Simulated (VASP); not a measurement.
## BAs: relaxation of cell and atoms with PBE-EpsX

The system is BAs.

```xyz
2
Lattice="0.0000 2.3885 2.3885 2.3885 0.0000 2.3885 2.3885 2.3885 0.0000" Properties=species:S:1:pos:R:3 pbc="T T T"
As    3.5827    3.5827    3.5827
B     0.0000    0.0000    0.0000
```

* Program: VASP 6.6.1
* Task: relaxation of cell and atoms
* Functional: PBE-EpsX
* Potentials or basis: VASP PAW PBE potentials, release 64 (As, B)
* Cutoff: 600 eV
* k mesh: 5 × 5 × 5
* Occupations: fermi-dirac, width 0.05 eV
* Spin: no spin polarisation
* Grid for exact exchange (PRECFOCK): Fast
* Exchange at q = 0: default
* Share of exact exchange: 0.1013
* Further INCAR settings: ALGO = Normal; EDIFF = 1e-06; IBRION = 2; EDIFFG = -0.01; NSW = 40; ISIF = 3

* Relaxed volume: 13.80 Å³/atom
* Relaxed cell: a = 3.393 Å, b = 3.393 Å, c = 3.393 Å, α = 60.00°, β = 60.00°, γ = 60.00°
* Space group after relaxing (to 0.05 Å): F-43m (No. 216)
* Energy gained by relaxing: 1.0 meV/atom
* Ionic steps: 3
* Pressure after relaxing: 0.0 GPa
* Band gap on the k mesh: 1.74 eV, indirect (least direct gap 3.88 eV)

Step by step:
```tsv
step	energy change (eV)	largest force (eV/Å)	pressure (GPa)	volume (Å³)
1	0.0000	0.0000	1.84	27.25
2	-0.0009	0.0000	-1.29	27.88
3	-0.0020	0.0000	-0.01	27.61
```

Final structure:
```
As B
1.0
     0.00000    2.39888    2.39888
     2.39888    0.00000    2.39888
     2.39888    2.39888    0.00000
As B
1 1
Direct
  0.75000 0.75000 0.75000
  0.00000 0.00000 0.00000
```

Levels at points of the mesh, in eV from the valence-band top:
```tsv
k point	band 1	band 2	band 3	band 4	band 5	band 6	band 7	band 8
(0.00, 0.00, 0.00)	-15.94	0.00	0.00	0.00	3.88	3.88	3.88	5.29
```

Wall time 4.3 min on 1 thread of Intel(R) Xeon(R) Platinum 8488C (Sapphire Rapids), with other jobs on the host, peak memory 0.26 GiB.

Caveat: the k mesh is coarse (spacing up to 0.46 Å⁻¹), so the values aren't converged, least of all with exact exchange; the PAW data sets were made with another functional, which shifts forces and pressure a little; an odd mesh through Γ misses points on the zone boundary, where band edges often lie. Zero-point motion and thermal expansion aren't in these numbers.
